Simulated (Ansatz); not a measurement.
# Structural relaxation of Al-Rh Mackay icosahedron of 55 atoms (core-shell)

Wanted: the relaxed structure of Al-Rh Mackay icosahedron of 55 atoms (core-shell) and its electronic structure.

Calculated with Ansatz 0.2.0; Kohn-Sham DFT, PBE, PAW (set soft_2), plane waves.

In doubt: warnings of the run leave room for a lower electronic state (step 3), so energies may not be the lowest and differences between runs may mislead.

**1. The structure**

The cell holds 55 atoms: 11 Rh and 44 Al. Its edges and angles: a = 21.744 Å, b = 21.744 Å, c = 21.744 Å, α = 90.0°, β = 90.0°, γ = 90.0°. It derives from Al and Rh. Mackay icosahedron of 55 atoms at a = 4.05 Å, 12 Å of vacuum, the 11 innermost atoms Rh; not relaxed, displaced by a Gaussian of 0.02 Å. Vacuum lies along a, b and c.

What the set-up can't give: The main run has no spin polarisation, so any moments at edges, vacancies or dangling bonds can't form in it. The electron count is odd and the run has no spin polarisation, so levels at the top are partly filled by construction.

**2. Single point at the start**

The forces at the start show how far the geometry lies from a minimum of this functional.

input.yaml

```yaml
crystal:
  lattice:
    - [21.74432, 0.0, 0.0]
    - [0.0, 21.74432, 0.0]
    - [0.0, 0.0, 21.74432]
  atoms:
    - { symbol: Rh, position: [0.50044, 0.50064, 0.50034] }
    - { symbol: Rh, position: [0.61265, 0.50096, 0.43077] }
    - { symbol: Rh, position: [0.61142, 0.49946, 0.5679] }
    - { symbol: Rh, position: [0.38708, 0.49979, 0.43318] }
    - { symbol: Rh, position: [0.38941, 0.5004, 0.56944] }
    - { symbol: Rh, position: [0.43181, 0.61275, 0.49831] }
    - { symbol: Rh, position: [0.56905, 0.61303, 0.50145] }
    - { symbol: Rh, position: [0.43007, 0.38897, 0.49947] }
    - { symbol: Rh, position: [0.56944, 0.38782, 0.49952] }
    - { symbol: Rh, position: [0.49949, 0.43167, 0.6119] }
    - { symbol: Rh, position: [0.49978, 0.56929, 0.61198] }
    - { symbol: Al, position: [0.50036, 0.43052, 0.38721] }
    - { symbol: Al, position: [0.50004, 0.5676, 0.38741] }
    - { symbol: Al, position: [0.72392, 0.5001, 0.35996] }
    - { symbol: Al, position: [0.72477, 0.49966, 0.50004] }
    - { symbol: Al, position: [0.72262, 0.5004, 0.6383] }
    - { symbol: Al, position: [0.27539, 0.50239, 0.36067] }
    - { symbol: Al, position: [0.27719, 0.49819, 0.50161] }
    - { symbol: Al, position: [0.27725, 0.50079, 0.63831] }
    - { symbol: Al, position: [0.36134, 0.72332, 0.49992] }
    - { symbol: Al, position: [0.49959, 0.72357, 0.49772] }
    - { symbol: Al, position: [0.63718, 0.72224, 0.50129] }
    - { symbol: Al, position: [0.36259, 0.27481, 0.50024] }
    - { symbol: Al, position: [0.49926, 0.27625, 0.49782] }
    - { symbol: Al, position: [0.63757, 0.27536, 0.4996] }
    - { symbol: Al, position: [0.49968, 0.3618, 0.72486] }
    - { symbol: Al, position: [0.49996, 0.50035, 0.72415] }
    - { symbol: Al, position: [0.50064, 0.64001, 0.72389] }
    - { symbol: Al, position: [0.49879, 0.36279, 0.27401] }
    - { symbol: Al, position: [0.50075, 0.50044, 0.27489] }
    - { symbol: Al, position: [0.50124, 0.63909, 0.27675] }
    - { symbol: Al, position: [0.61205, 0.43108, 0.6813] }
    - { symbol: Al, position: [0.61374, 0.56953, 0.68218] }
    - { symbol: Al, position: [0.61194, 0.43086, 0.31626] }
    - { symbol: Al, position: [0.61245, 0.56947, 0.31731] }
    - { symbol: Al, position: [0.38725, 0.43001, 0.68005] }
    - { symbol: Al, position: [0.38722, 0.56839, 0.68142] }
    - { symbol: Al, position: [0.3867, 0.43094, 0.31828] }
    - { symbol: Al, position: [0.38776, 0.56938, 0.31694] }
    - { symbol: Al, position: [0.68169, 0.61285, 0.43232] }
    - { symbol: Al, position: [0.6809, 0.61164, 0.569] }
    - { symbol: Al, position: [0.31889, 0.61117, 0.42858] }
    - { symbol: Al, position: [0.31901, 0.61266, 0.56738] }
    - { symbol: Al, position: [0.68236, 0.38884, 0.43073] }
    - { symbol: Al, position: [0.6818, 0.38675, 0.57021] }
    - { symbol: Al, position: [0.31698, 0.38859, 0.43145] }
    - { symbol: Al, position: [0.3183, 0.3887, 0.57025] }
    - { symbol: Al, position: [0.43122, 0.68122, 0.61124] }
    - { symbol: Al, position: [0.57015, 0.68212, 0.61076] }
    - { symbol: Al, position: [0.42926, 0.31856, 0.61193] }
    - { symbol: Al, position: [0.56933, 0.31889, 0.61297] }
    - { symbol: Al, position: [0.4308, 0.68281, 0.38701] }
    - { symbol: Al, position: [0.56912, 0.68154, 0.38884] }
    - { symbol: Al, position: [0.43015, 0.31912, 0.38835] }
    - { symbol: Al, position: [0.56913, 0.31834, 0.38925] }
kpoints:
  mp_grid: { grid: [1, 1, 1] }
hamiltonian:
  xc: pbe
scf:
  occupations: { method: methfessel_paxton, width: 0.15 }
output:
  forces: true
  populations: true
  dos:
    method: { smearing: { sigma: 0.1 } }
    de: 0.1
    projected:
      site_lists: { Al: [Al], Rh: [Rh], core: [0, 1, 2, 3, 4, 5, 6, 7, 8, 9, 10] }
  eigenvalues: true
```

The run is started by

```bash
$ ansatz run input.yaml --threads 8 --pin off --max-ram 15872MiB --backend cpu --events-out ev --progress --plain --runs-dir out
```

Numbers of over 12 decimals in the logs are rounded to 6 here.

The log of the run:

```text
Engine: ansatz 0.2.0, x86_64-unknown-linux-gnu
Pseudopotentials: kind: paw
Pseudopotential: Rh, paw, valence charge 17, recommended cutoff 420 eV (normal), Rh.paw.azcp
Pseudopotential: Al, paw, valence charge 3, recommended cutoff 420 eV (normal), Al.paw.azcp
Functional definition: PBE
  parameter kappa = 0.804
  parameter beta = 0.066725
  exchange = pbe_x(kappa = kappa, mu = beta*pi^2/3)
  correlation = pbe_c(beta = beta)
Crystal: 55 atoms, lattice volume = 10281.050 Å³
Basis set: ecut = 420 eV, 200693 PW (Γ), exchange–correlation on 300×300×300 points (8 copies of the dense FFT grid, shifted against one another)
Bands: 215, of which v1, the nominal top of the filled ones, is band 160 counted from 1 (159 counted from 0)
Symmetry: 1 space group operations
Space group: P1 (ITA 1), of the structure as read, at distance tolerance 2.2e-4 Å
k-points: 1
Non-local potential: Rh, projectors of the file, l = 0: 3, l = 1: 2, l = 2: 2, l = 3: 1
Non-local potential: Al, projectors of the file, l = 0: 2, l = 1: 2, l = 2: 1
PAW form: soft (Blöchl's): semilocal exchange-correlation on the pseudo side does not see the compensation charge
PAW one-centre angular grid: Rh, 590 points (default); XC on 64 Gauss nodes
PAW one-centre angular grid: Al, 110 points (default); XC on 64 Gauss nodes
Initial density: superposition of atomic densities (neutral atoms: chi_scale 0, normalization atom), corrected by the library's trained network
Initial wavefunctions: pseudopotential atomic-orbital guess
Functional: x = pbe(κ = 0.804, μ = 0.219515), c = pbe(β = 0.066725)
SCF iter   1: F=—  HF=-94051.042244 eV  |F-HF|=—  |Δ(HF+E_count)|=         —  Δρ=4.17e-3  dr2=3.96e0  ethr=1.77e-3  ⟨swp⟩=7.0  Hψ=988  notcnv=0
preconditioner: auto → LDOS  [metal: Δε(μ)=0.023 eV  Ē_g=4.414 eV  σ=0.150 eV  W_gap=0.13  n_scr=618 (ndim 8)  ℏωp=5.6 eV  f_vac=0.804  D(μ)=35.72/eV (n_scr^D=80)  β→1.0]
SCF iter   2: F=—  HF=-94051.158884 eV  |F-HF|=—  |Δ(HF+E_count)|=   1.17e-1  S|Δr|=    0.00e0  Δρ=7.95e-3  dr2=1.24e1  ethr=1.24e-3  ⟨swp⟩=2.0  Hψ=388  notcnv=0  defer=20  recentre
SCF iter   3: F=—  HF=-94050.845860 eV  |F-HF|=—  |Δ(HF+E_count)|=   3.13e-1  S|Δr|=    0.00e0  Δρ=2.00e-3  dr2=1.00e0  ethr=1.24e-3  ⟨swp⟩=3.0  Hψ=353  notcnv=0  defer=20
SCF iter   4: F=—  HF=-94050.802737 eV  |F-HF|=—  |Δ(HF+E_count)|=   4.31e-2  S|Δr|=    0.00e0  Δρ=4.61e-4  dr2=3.30e-2  ethr=3.14e-4  ⟨swp⟩=1.0  Hψ=248  notcnv=0  defer=1
SCF iter   5: F=—  HF=-94050.802346 eV  |F-HF|=—  |Δ(HF+E_count)|=   3.91e-4  S|Δr|=    0.00e0  Δρ=2.35e-4  dr2=1.47e-2  ethr=1.04e-5  ⟨swp⟩=2.0  Hψ=282  notcnv=0  defer=1
SCF iter   6: F=—  HF=-94050.802162 eV  |F-HF|=—  |Δ(HF+E_count)|=   1.83e-4  S|Δr|=    0.00e0  Δρ=1.29e-4  dr2=6.79e-3  ethr=4.62e-6  ⟨swp⟩=1.0  Hψ=181  notcnv=0  defer=1
SCF iter   7: F=—  HF=-94050.802058 eV  |F-HF|=—  |Δ(HF+E_count)|=   1.04e-4  S|Δr|=    0.00e0  Δρ=6.60e-5  dr2=1.29e-3  ethr=2.13e-6  ⟨swp⟩=2.0  Hψ=185  notcnv=0  defer=1
SCF iter   8: F=—  HF=-94050.802121 eV  |F-HF|=—  |Δ(HF+E_count)|=   6.32e-5  S|Δr|=    0.00e0  Δρ=3.68e-5  dr2=3.07e-4  ethr=4.05e-7  ⟨swp⟩=2.0  Hψ=216  notcnv=0  defer=1
SCF iter   9: F=—  HF=-94050.802126 eV  |F-HF|=—  |Δ(HF+E_count)|=   4.76e-6  S|Δr|=    0.00e0  Δρ=2.10e-5  dr2=9.81e-5  ethr=9.62e-8  ⟨swp⟩=3.0  Hψ=292  notcnv=0  defer=1
SCF iter  10: F=—  HF=-94050.802133 eV  |F-HF|=—  |Δ(HF+E_count)|=   7.37e-6  S|Δr|=    0.00e0  Δρ=1.24e-5  dr2=3.25e-5  ethr=3.07e-8  ⟨swp⟩=2.0  Hψ=255  notcnv=0  defer=1
SCF iter  11: F=—  HF=-94050.802137 eV  |F-HF|=—  |Δ(HF+E_count)|=   3.35e-6  S|Δr|=    0.00e0  Δρ=3.37e-6  dr2=3.61e-6  ethr=1.02e-8  ⟨swp⟩=2.0  Hψ=337  notcnv=0  defer=1
SCF iter  12: F=—  HF=-94050.802139 eV  |F-HF|=—  |Δ(HF+E_count)|=   2.45e-6  S|Δr|=    0.00e0  Δρ=2.18e-6  dr2=1.27e-6  ethr=1.13e-9  ⟨swp⟩=3.0  Hψ=282  notcnv=0  defer=1
SCF iter  13: F=—  HF=-94050.802140 eV  |F-HF|=—  |Δ(HF+E_count)|=   7.53e-7  S|Δr|=    0.00e0  Δρ=9.88e-7  dr2=3.20e-7  ethr=3.98e-10  ⟨swp⟩=3.0  Hψ=274  notcnv=0  defer=1
SCF iter  14: F=—  HF=-94050.802140 eV  |F-HF|=—  |Δ(HF+E_count)|=   2.22e-7  S|Δr|=    0.00e0  Δρ=5.68e-7  dr2=1.06e-7  ethr=3.13e-11  ⟨swp⟩=22.0  Hψ=1148  notcnv=0
SCF iter  15: F=-94050.802140 eV  HF=-94050.802140 eV  |F-HF|=1.78e-7  |Δ(HF+E_count)|=   3.27e-7  S|Δr|=    0.00e0  Δρ=3.07e-7  dr2=3.08e-8  ethr=3.13e-11  ⟨swp⟩=5.0  Hψ=589  notcnv=0
smearing: bands 158 to 160 share 2.971 electrons (they would hold 3.000 with every lower band full and every higher one empty; bands counted from 0; each is filled to between 0.4333 and 0.5457 of a full level; at each k-point the levels lie within 2.0e-2 eV, against a smearing width of 0.1500 eV). The entropy term TS of this state is 0.0538 eV
SCF 1 converged in 15 iterations: F = -94050.802140 eV  dr2 = 3.08e-8
  greatest PAW one-centre occupation: 1.000 electrons in one spin orbital (limit 2), on the Rh atom at site 0 (counted from 0), in its partial waves of l = 0
SCF converged after 15 iterations
Stability not checked: this state was not tested for a lower state beside it, because cold or Methfessel-Paxton smearing, or corrected tetrahedra, fill the levels in a way that the test cannot read (fill_not_monotonic; see scf.lower_state_search)
Free energy (F): -94050.802140 eV
Harris-Foulkes:  -94050.802140 eV  (|F-HF|=1.78e-7)
Internal energy: -94050.748336 eV  (E = F + TS)
E sigma→0 (E₀):  -94050.788689 eV
Entropy (-TS):   -0.053804 eV (-0.978 meV/atom)
Fermi energy:    -3.413400 eV
--- Per-component energies (eV) ---
  E_band       = -6387.789746
  E_kinetic    = 7097.275879
  E_local      = -200011.595019  (includes V_loc(G=0)·N_el)
  E_nonlocal   = 4389.887798
  E_hartree    = 94730.071822
  E_xc         = -4067.920567
  E_vxc        = -4173.597434  (∫ρ·V_xc dr)
  E_paw        = -60016.437029  (= ΣΔE_a)
  E_vpaw       = -3149.923776  (= ΣTr[D̂ρ^β])
  E_aug_tail   = 0.009644  (compensation charges beyond the density's cutoff)
  E_ewald      = 63827.959136
  E_smearing   = -0.053804  (= −TS)
  E_closure    = -0.000000  (closes the sum)
  Σ components = -94050.802140   (vs F -94050.802140, Δ=0.00e0)
--- Forces (eV/Å), atoms counted from 1 ---
  atom   1  Rh    -0.02639154    -0.04650376    -0.81859355
  atom   2  Rh    -0.64890006    -0.02007108     0.19106672
  atom   3  Rh    -0.14787420     0.04838087    -0.54620247
  atom   4  Rh     0.64693845     0.00602200     0.14510716
  atom   5  Rh     0.23701127    -0.01439980    -0.58605071
  atom   6  Rh     0.20892520    -0.41282756    -0.14063764
  atom   7  Rh    -0.19486301    -0.45563435    -0.18595662
  atom   8  Rh     0.27555081     0.36297992    -0.16186487
  atom   9  Rh    -0.26007213     0.40851180    -0.15364932
  atom  10  Rh     0.00492224     0.07197951    -0.50655747
  atom  11  Rh     0.00232869    -0.09799266    -0.46741117
  atom  12  Al    -0.01159654     0.80648826     2.21299621
  atom  13  Al    -0.02704370    -0.68130650     2.23398938
  atom  14  Al    -0.66349163    -0.00238345     0.44689289
[...]
atom  54  Al     0.12630119     0.55676489     0.64900682
  atom  55  Al    -0.11098021     0.56923553     0.57369537
  max |Σ_I F_I| component: 4.87e-5 eV/Å
--- Band table (eV) ---
  k-point 0: bands = ["-81.0981", "-81.0814", "-81.0729", "-81.0574", [... 199 levels ...], "-0.3767", "-0.3697", "-0.3246", "-0.2268", "-0.2008", "-0.1766", "-0.1623", "-0.1411", "-0.1258", "-0.0869", "-0.0740", "0.1609"]
--- Löwdin populations: 55 sites ---
  site symbol       q [e]
     0     Rh     16.9445
     1     Rh     16.8823
     2     Rh     16.9148
[...]
54     Al      2.9381
  spilling = 0.009501 (of n_electrons = 319.000000)
```

The job ended after 19 s (8 threads of AMD EPYC 9R45, shared host; peak memory 7.6 GiB).

Notices of the run: open shared shell at semilocal close.

Read from the output:

- free energy: -94050.8021 eV
- free energy per atom: -1710.0146 eV/atom
- SCF cycles: 15
- r.m.s. force component: 0.6013 eV/Å
- longest force: 2.355 eV/Å
- Fermi energy: -3.413 eV
- levels partly filled by over 2 per cent: 8
- spilling of the projection: 0.009501

The r.m.s. force component of 0.60 eV/Å sets the starting point.

Neighbours are counted within 3.48 Å (Al-Al), 3.48 Å (Al-Rh), 3.48 Å (Rh-Rh).

Length of the force by element and coordination:

| element | coordination | atoms | mean length of the force (eV/Å) | spread | least | most |
| --- | --- | --- | --- | --- | --- | --- |
| Al | all | 44 | 1.07 | 0.366 | 0.331 | 2.36 |
| Al | 6 | 12 | 0.773 | 0.151 | 0.440 | 0.953 |
| Al | 8 | 30 | 1.10 | 0.206 | 0.331 | 1.33 |
| Al | 12 | 2 | 2.35 | 0.0098 | 2.34 | 2.36 |
| Rh | all | 11 | 0.578 | 0.104 | 0.478 | 0.820 |

**3. Relaxation**

With the cell held, the atoms are moved downhill towards a nearby minimum.

input.yaml, the sections that differ from step 2:

```yaml
output:
  forces: true
relax:
  f_tol: 0.03
  max_steps: 101
# crystal, kpoints, hamiltonian, scf: as in step 2
```

The log of the run:

```text
[...]
Crystal: 55 atoms, lattice volume = 10281.050 Å³
Basis set: ecut = 420 eV, 200693 PW (Γ), exchange–correlation on 300×300×300 points (8 copies of the dense FFT grid, shifted against one another)
Bands: 215, of which v1, the nominal top of the filled ones, is band 160 counted from 1 (159 counted from 0)
Symmetry: 1 space group operations
[...]
k-points: 1
[...]
SCF iter   1: F=—  HF=-94051.042250 eV  |F-HF|=—  |Δ(HF+E_count)|=         —  Δρ=4.17e-3  dr2=3.96e0  ethr=1.77e-3  ⟨swp⟩=7.0  Hψ=988  notcnv=0
[...]
SCF iter  11: F=-94050.802138 eV  HF=-94050.802137 eV  |F-HF|=1.22e-6  |Δ(HF+E_count)|=   3.34e-6  S|Δr|=    0.00e0  Δρ=3.34e-6  dr2=3.63e-6  ethr=7.05e-9  ⟨swp⟩=4.0  Hψ=595  notcnv=0
[...]
SCF 1 converged in 11 iterations: F = -94050.802138 eV  dr2 = 3.63e-6
[...]
relax step   1: F+E_penalty+E_count = -94050.80213778 eV  Δ(F+E_penalty+E_count) = +0.000e0 eV  max|allowed force component| = 2.234e0 eV/Å  Δτ_max = 0.0000 Å  (11 SCF iters, dr2 threshold 2.25e-5 eV, accepted)
[... from here on, the SCF cycles and remarks between the steps are left out ...]
relax step   2: F+E_penalty+E_count = -94055.96736164 eV  Δ(F+E_penalty+E_count) = -5.165e0 eV  max|allowed force component| = 1.645e0 eV/Å  Δτ_max = 0.1949 Å  (8 SCF iters, dr2 threshold 1.00e-4 eV, accepted)
relax step   3: F+E_penalty+E_count = -94060.12594206 eV  Δ(F+E_penalty+E_count) = -4.159e0 eV  max|allowed force component| = 5.920e-1 eV/Å  Δτ_max = 0.1948 Å  (10 SCF iters, dr2 threshold 1.00e-4 eV, accepted)
relax step   4: F+E_penalty+E_count = -94062.11261312 eV  Δ(F+E_penalty+E_count) = -1.987e0 eV  max|allowed force component| = 4.444e-1 eV/Å  Δτ_max = 0.1954 Å  (10 SCF iters, dr2 threshold 4.54e-5 eV, accepted)
relax step   5: F+E_penalty+E_count = -94062.35615522 eV  Δ(F+E_penalty+E_count) = -2.435e-1 eV  max|allowed force component| = 3.223e-1 eV/Å  Δτ_max = 0.2000 Å  (7 SCF iters, dr2 threshold 2.56e-5 eV, accepted)
relax step   6: F+E_penalty+E_count = -94062.41441971 eV  Δ(F+E_penalty+E_count) = -5.826e-2 eV  max|allowed force component| = 4.573e-1 eV/Å  Δτ_max = 0.1878 Å  (7 SCF iters, dr2 threshold 5.46e-5 eV, accepted)
relax step   7: F+E_penalty+E_count = -94062.41478203 eV  Δ(F+E_penalty+E_count) = -3.623e-4 eV  max|allowed force component| = 8.508e-1 eV/Å  Δτ_max = 0.1516 Å  (7 SCF iters, dr2 threshold 1.00e-4 eV, accepted)
relax step   8: F+E_penalty+E_count = -94062.45764734 eV  Δ(F+E_penalty+E_count) = -4.287e-2 eV  max|allowed force component| = 1.047e-1 eV/Å  Δτ_max = 0.1151 Å  (7 SCF iters, dr2 threshold 1.00e-4 eV, accepted)
relax step   9: F+E_penalty+E_count = -94062.44100743 eV  Δ(F+E_penalty+E_count) = +1.664e-2 eV  max|allowed force component| = 3.034e-1 eV/Å  Δτ_max = 0.0689 Å  (9 SCF iters, rejected (line search))
relax step  10: F+E_penalty+E_count = -94062.47810766 eV  Δ(F+E_penalty+E_count) = -2.046e-2 eV  max|allowed force component| = 3.093e-2 eV/Å  Δτ_max = 0.0335 Å  (8 SCF iters, accepted)
relax step  11: F+E_penalty+E_count = -94062.48205452 eV  Δ(F+E_penalty+E_count) = -3.947e-3 eV  max|allowed force component| = 4.901e-2 eV/Å  Δτ_max = 0.0197 Å  (7 SCF iters, accepted)
relax step  12: F+E_penalty+E_count = -94062.47627665 eV  Δ(F+E_penalty+E_count) = +5.778e-3 eV  max|allowed force component| = 6.883e-2 eV/Å  Δτ_max = 0.0500 Å  (8 SCF iters, rejected (line search))
relax step  13: F+E_penalty+E_count = -94062.48463413 eV  Δ(F+E_penalty+E_count) = -2.580e-3 eV  max|allowed force component| = 9.954e-3 eV/Å  Δτ_max = 0.0176 Å  (8 SCF iters, accepted)
relax step  14: F+E_penalty+E_count = -94062.48494031 eV  Δ(F+E_penalty+E_count) = -3.062e-4 eV  max|allowed force component| = 5.448e-3 eV/Å  Δτ_max = 0.0115 Å  (7 SCF iters, accepted)
SCF converged after 7 iterations
[...]
Free energy (F): -94062.484940 eV
[...]
Internal energy: -94062.570381 eV  (E = F + TS)
E sigma→0 (E₀):  -94062.506300 eV
Entropy (-TS):   0.085440 eV (1.553 meV/atom)
Fermi energy:    -3.455531 eV
[...]
--- Forces (eV/Å), atoms counted from 1 ---
  atom   1  Rh     0.00152785    -0.00032050    -0.00037758
  atom   2  Rh    -0.00105322    -0.00241736     0.00041819
  atom   3  Rh    -0.00235588    -0.00482574     0.00421728
  atom   4  Rh     0.00156119     0.00282713    -0.00165313
  atom   5  Rh    -0.00014794     0.00424977     0.00128402
  atom   6  Rh    -0.00085760    -0.00005667     0.00059967
  atom   7  Rh     0.00345687    -0.00110545     0.00185923
  atom   8  Rh    -0.00336237     0.00258208     0.00028238
  atom   9  Rh     0.00090150    -0.00045547     0.00158275
  atom  10  Rh    -0.00141417     0.00056387    -0.00544788
  atom  11  Rh    -0.00161273    -0.00143976    -0.00324400
  atom  12  Al     0.00017509     0.00105060    -0.00082555
  atom  13  Al    -0.00041182    -0.00148781    -0.00065906
  atom  14  Al     0.00063228     0.00251694    -0.00175778
[...]
atom  54  Al    -0.00088102    -0.00105535    -0.00165888
  atom  55  Al     0.00228828     0.00223610    -0.00020928
  max |Σ_I F_I| component: 1.07e-5 eV/Å
--- Relaxed structure (14 steps of the walk, 12 accepted, 0 SCFs on fresh bases) ---
  F+E_penalty+E_count = -94062.48494031 eV   max|allowed force component| = 5.448e-3 eV/Å
  atoms:
    - { symbol: Rh, position: [0.499982, 0.500136, 0.497839] }
    - { symbol: Rh, position: [0.596909, 0.502784, 0.429117] }
    - { symbol: Rh, position: [0.603025, 0.502792, 0.559123] }
    - { symbol: Rh, position: [0.402970, 0.497421, 0.429286] }
[...]
- { symbol: Al, position: [0.568296, 0.319205, 0.404096] }
```

Run time: 2.1 min. Hardware: 8 threads; peak memory 7.5 GiB; 14 min of CPU time.

Notices of the run: convergence withheld.

Relaxation path:

| step | energy less that of the first step (eV) | largest force component (eV/Å) |
| --- | --- | --- |
| 1 | 0.0000 | 2.2340 |
| 2 | -5.1652 | 1.6446 |
| 3 | -9.3238 | 0.5920 |
| 4 | -11.3105 | 0.4444 |
| 5 | -11.5540 | 0.3223 |
| 6 | -11.6123 | 0.4573 |
| 7 | -11.6126 | 0.8508 |
| 8 | -11.6555 | 0.1047 |
| 9 | -11.6389 | 0.3034 |
| 10 | -11.6760 | 0.0309 |
| 11 | -11.6799 | 0.0490 |
| 12 | -11.6741 | 0.0688 |
| 13 | -11.6825 | 0.0100 |
| 14 | -11.6828 | 0.0054 |

Relaxation steps 9, 12 were tried and not accepted.

The atoms that moved most (Å):

| atom | dx | dy | dz | length |
| --- | --- | --- | --- | --- |
| Al29 | 0.058 | 0.117 | 0.703 | 0.715 |
| Al31 | -0.059 | -0.152 | 0.642 | 0.662 |
| Al28 | 0.037 | -0.354 | -0.427 | 0.556 |
| Al26 | -0.052 | 0.321 | -0.449 | 0.554 |
| Al19 | 0.278 | 0.017 | -0.407 | 0.493 |
| Al16 | -0.282 | -0.037 | -0.401 | 0.491 |
| Al12 | 0.036 | 0.053 | 0.469 | 0.473 |
| Al13 | -0.047 | -0.007 | 0.463 | 0.466 |

The relaxation changed the energy by -212 meV/atom, and atoms moved by 0.39 Å r.m.s., 0.71 Å at most.

[end of part 1 of 2]

[Logs are printed without paths, hosts, clocks, repeated set-up lines and the standing remarks that a program may print on its own settings, such as how far it seeks lower states.]

[Hosts, paths, dates, database ids (printed as entryN), source tags and the programs' standing remarks are cut or masked in the printed files.]
